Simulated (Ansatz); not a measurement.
# Pb: equation of state with revPBE

Crystal: Pb.

```
Pb
1.0
     0.00000    2.47502    2.47502
     2.47502    0.00000    2.47502
     2.47502    2.47502    0.00000
Pb
1
Cartesian
  0.0000 0.0000 0.0000
```

```json
{
  "Program": "Ansatz 0.2.0",
  "Task": "equation of state",
  "Functional": "revPBE",
  "Potentials or basis": "Ansatz PAW",
  "Cutoff": "420 eV",
  "Density cutoff": "1680 eV",
  "k mesh": "9 × 9 × 9",
  "Occupations": "fermi-dirac, width 0.05 eV",
  "Spin": "no spin polarisation"
}
```

The equilibrium volume is 32.78 Å³/atom (rough: see the caveat). The bulk modulus is 36 GPa (rough).

Energy against volume, from the lowest point:
| volume (Å³/atom) | energy (meV/atom) |
| --- | --- |
| 28.503 | 82.10 |
| 29.110 | 57.39 |
| 29.716 | 37.76 |
| 30.323 | 22.70 |
| 30.929 | 11.70 |
| 31.535 | 4.26 |
| 32.142 | 0.00 |

All runs of the series together: 3.5 s on 2 threads of Arm Neoverse V2 (shared host).

Caveat: the potentials were made for another functional, which shifts forces and pressure; the minimum lies outside the volumes run. The run has no spin-orbit coupling, so splittings on Pb are missing.
